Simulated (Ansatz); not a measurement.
Write the native input for Ansatz 0.2.0 that does the following.

```
Task                      : elastic constants
Functional                : revPBE
Dispersion                : D4
Potentials or basis       : all-electron LAPW, Dirac moment of small components
Cutoff                    : 254 eV (chosen from the basis error)
Basis error allowed       : 0.001 eV/atom
k mesh                    : 8 × 8 × 8
Occupations               : fermi-dirac, width 0.1 eV
Spin                      : collinear spin, ferromagnetic start, moments held on the sites
Starting moments          : [0.5] μB
Sphere radius (all atoms) : 1.412 Å
Moments locked            : each atom's moment, at its start value
```

Cd:

```xyz
1
Lattice="0.0000 2.2181 2.2181 2.2181 0.0000 2.2181 2.2181 2.2181 0.0000" Properties=species:S:1:pos:R:3 pbc="T T T"
Cd    0.0000    0.0000    0.0000
```

This isn't the form of Cd at room conditions, which is hcp.

The input as run:

input.yaml

```yaml
crystal:
  lattice: { a: 4.4362995, b: 4.4362995, c: 4.4362995, alpha: 90.0, beta: 90.0, gamma: 90.0 }
  space_group: 225
  setting: { hermann_mauguin: Fm-3m }
  reduce_to_primitive: true
  atoms:
    - { symbol: Cd, position: [0.0, 0.0, 0.0], spin: 0.5 }
kpoints:
  mp_grid: { grid: [8, 8, 8] }
scf:
  occupations: { method: fermi_dirac, width: 0.1 }
hamiltonian:
  xc: revpbe
  dispersion: d4
  pseudopotentials:
    kind: all_electron
    lapw:
      basis_error: 0.001
      small_component_spin: dirac_moment
      muffin_tin_radii: { Cd: 1.412 }
magnetization:
  spin_polarized: true
  spin_locking: { lock_spins: true }
output:
  forces: true
  stress: true
elastic:
  mode: relaxed_ion
  stencil: two_point
```

Potentials or basis: all-electron LAPW, Dirac moment of small components.

Launch:

```sh
$ ansatz run input.yaml --threads 1 --pin off --max-ram 2560MiB --backend cpu --events-out ev --progress --plain --runs-dir out
```

It gave:

```json
{"Band gap on the k mesh": "none (metal or under the smearing width)", "Net moment": "0.66 μB per cell", "Absolute moment": "0.66 μB per cell", "Site moments": "Cd +0.50 μB", "Elastic constants C11, C12, C44": "35, 52, -27 GPa", "Voigt bulk modulus": "46 GPa"}
```

Caveat: each atom's moment is held at its typed value, so this isn't a free magnetic state; the k mesh is thin for a metal, which can move the energy by tens of meV per atom; the elastic tensor has a negative eigenvalue, so either the cell is unstable as it stands or the mesh is too thin; pairwise dispersion overbinds metals, which lowers pressure and volume.

Wall time 99 s on 1 thread of Arm Neoverse V1 (shared host), peak memory 0.34 GiB.
